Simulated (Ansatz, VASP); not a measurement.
## One calculation of CaSe, two programs

Contents of POSCAR:

```
CaSe
1.0
    0.0000000000      3.2907332018      3.2907332018
    3.2907332018      0.0000000000      3.2907332018
    3.2907332018      3.2907332018      0.0000000000
Ca Se
1 1
Direct
    0.0000000000      0.0000000000      0.0000000000
    0.2500000000      0.2500000000      0.2500000000
```

INCAR.step1

```
SYSTEM = CaSe
  ALGO = Normal
  EDIFF = 1E-4
  ENCUT = 520
  GGA = PE
  ISMEAR = 0
  LASPH = .True.
  LCHARG = .False.
  LREAL = .False.
  LWAVE = .True.
  NBANDS = 15
  NELM = 80
  PREC = Accurate
  SIGMA = 0.05
```

Contents of INCAR.step2:

```
SYSTEM = CaSe
  ALGO = Normal
  EDIFF = 1E-7
  ENCUT = 520
  ISIF = 2
  ISMEAR = 0
  ISTART = 1
  LASPH = .True.
  LCHARG = .False.
  LMIXTAU = .True.
  LREAL = .False.
  LWAVE = .False.
  METAGGA = R2SCAN
  NBANDS = 15
  NELM = 80
  PREC = Accurate
  SIGMA = 0.05
```

Contents of KPOINTS:

```
k-points
0
Gamma
  6 6 6
  0 0 0
```

Input for Ansatz:

```yaml
crystal:
  lattice:
    - [0.0, 3.2907332018, 3.2907332018]
    - [3.2907332018, 0.0, 3.2907332018]
    - [3.2907332018, 3.2907332018, 0.0]
  atoms:
    - { symbol: Ca, position: [0.0, 0.0, 0.0] }
    - { symbol: Se, position: [0.25, 0.25, 0.25] }
basis:
  ecutwfc: 500
  ecutrho_ratio: 4
kpoints:
  mp_grid: { grid: [6, 6, 6] }
hamiltonian:
  xc: r2scan
scf:
  occupations: { method: gaussian, width: 0.05 }
output:
  forces: true
  stress: true
  eigenvalues: true
```

Alike in both runs: task single point; functional r2SCAN; k mesh 6 × 6 × 6; occupations gaussian, width 0.05 eV; no spin polarisation.

```csv
,VASP,Ansatz
version,VASP 6.6.1,Ansatz 0.2.0
potentials or method,"VASP PAW PBE potentials, release 64 (Ca_sv, Se)","scalar-relativistic, plane waves, PAW"
plane-wave cutoff (eV),520,500
valence electrons in the cell,16,26
```

Ansatz gave:

| Quantity | Value |
| --- | --- |
| gap on the k mesh at the Fermi level (eV) | 3.67 |
| least direct gap on the mesh (eV) | 3.75 |
| pressure (GPa) | -0.4 |

Question: Estimate VASP's values.

Answer: gap on the k mesh at the Fermi level (eV): 3.66; least direct gap on the mesh (eV): 3.74; pressure (GPa): -0.2.

With one functional, cell and mesh, what is left measures potentials, basis and numerics. The two sets of potentials don't hold the same shells in valence.

Caveats: the PAW data sets were made with another functional, which shifts forces and pressure a little (VASP). A k mesh can miss the band edges. r2SCAN opens gaps a little over a GGA but as a rule still falls short of measured ones.
